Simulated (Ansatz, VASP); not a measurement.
One calculation of Ag, two programs

Contents of INCAR:

```
SYSTEM = Ag
PREC     = Accurate       ! precision mode
ENCUT    = 520            ! plane-wave cutoff, eV
EDIFF    = 1E-6           ! SCF threshold, eV
ISMEAR   = -1             ! smearing method
SIGMA    = 0.1            ! smearing width, eV
LREAL    = .False.        ! projectors in reciprocal space
LASPH    = .True.         ! aspherical terms in the spheres
NELM     = 80             ! most SCF steps
ALGO     = Normal         ! electronic algorithm
ISIF     = 2              ! what is computed and relaxed
LWAVE    = .False.        ! write WAVECAR
LCHARG   = .True.         ! write CHGCAR
GGA      = B5             ! functional
ALDAX    = 1.0          
AGGAX    = 1.0          
AGGAC    = 1.0          
ALDAC    = 0.0          
LELF     = .True.         ! ELF
LVHAR    = .True.       
NBANDS   = 18             ! bands
```

The input KPOINTS:

```
Automatic mesh
0
Gamma
  10 10 10
  0 0 0
```

Contents of POSCAR:

```
Ag
1.0
    0.0000000000      3.1005187128      3.1005187128
    3.1005187128      0.0000000000      3.1005187128
    3.1005187128      3.1005187128      0.0000000000
Ag
2
Direct
    0.1250000000      0.1250000000      0.1250000000
    0.8750000000      0.8750000000      0.8750000000
```

Input for Ansatz:

```yaml
crystal:
  lattice:
    - [0.0, 3.1005187128, 3.1005187128]
    - [3.1005187128, 0.0, 3.1005187128]
    - [3.1005187128, 3.1005187128, 0.0]
  atoms:
    - { symbol: Ag, position: [0.125, 0.125, 0.125] }
    - { symbol: Ag, position: [0.875, 0.875, 0.875] }
hamiltonian:
  xc: blyp
  pseudopotentials:
    kind: paw
    azcp:
      Ag: "pseudopotentials/Ag.paw.azcp"
basis:
  ecutwfc: 420
  fft_grid_basis: typed
kpoints:
  mp_grid: { grid: [10, 10, 10], shift: [0, 0, 0] }
magnetization:
  spin_polarized: false
scf:
  occupations: { method: fermi_dirac, width: 0.1 }
  lower_state_search: "off"
output:
  stress: true
```

Alike in both runs: task single point; functional BLYP; k mesh 10 × 10 × 10; occupations fermi-dirac, width 0.1 eV; no spin polarisation.

|  | VASP | Ansatz |
| --- | --- | --- |
| version | VASP 6.6.1 | Ansatz 0.2.0 |
| potentials or method | VASP PAW PBE potentials, release 64 (Ag) | plane waves (420 eV) with PAW, scalar-relativistic |
| plane-wave cutoff (eV) | 520 | 420 |
| valence electrons in the cell | 22 | 38 |

```tsv
	VASP	Ansatz	Ansatz less VASP
pressure (GPa)	2.6	2.6	-0.04
```

The functional is the same, so the differences come from potentials, cutoffs and numerics. The two sets of potentials don't hold the same shells in valence.

Caveats: the PAW data sets were made with another functional, which shifts forces and pressure a little (VASP).
